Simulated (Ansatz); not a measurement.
Reactions of `C=[C]([AlH2])C(C)=N`.

Gas-phase electronic energies from Ansatz, PBE0-D4/def2-TZVP geometries. CCSD(T)/CBS is the MP2 limit (def2-TZVPP, def2-QZVPP) plus CCSD(T) − MP2 in def2-TZVPP, frozen cores. This one scheme is used for every species. DFT in def2-TZVPP. One conformer a species, not always the lowest.

| reaction | B2PLYP (kcal/mol) | CCSD(T)/CBS(def2) (kcal/mol) |
| --- | --- | --- |
| `C=[C]([AlH2])C(C)=N` + `CCCS` → `CCC[S][AlH2]` + `C=CC(C)=N` | -26.8 | -26.7 |
| `C=[C]([AlH2])C(C)=N` + `OP[SiH3]` → `O[P]([AlH2])[SiH3]` + `C=CC(C)=N` | -9.0 | -9.3 |
| `C=[C]([AlH2])C(C)=N` + CH₃NH₂ → `C[NH][AlH2]` + `C=CC(C)=N` | -23.6 | -22.3 |
| `C=[C]([AlH2])C(C)=N` + BH₃ → `BC(C)=N` + `C=[CH][AlH2]` | -5.0 | -3.6 |
| `C=[C]([AlH2])C(C)=N` + H₂S → `C=[C]([AlH2])S` + `CC=N` | 3.5 | 4.6 |
| `C=[C]([AlH2])C(C)=N` + `[AlH2][SH]` → `[AlH2][S][AlH2]` + `C=CC(C)=N` | -28.4 | -28.6 |
| `C=[C]([AlH2])C(C)=N` + `N[SiH2][SiH3]` → `[AlH2][NH][SiH2][SiH3]` + `C=CC(C)=N` | -25.7 | -25.1 |
| `C=[C]([AlH2])C(C)=N` + `C1O[SiH2][SiH2]1` → `[AlH2][CH]1O[SiH2][SiH2]1` + `C=CC(C)=N` | 2.0 | 1.9 |

Largest T1 diagnostic: 0.015, for `BC(C)=N`.
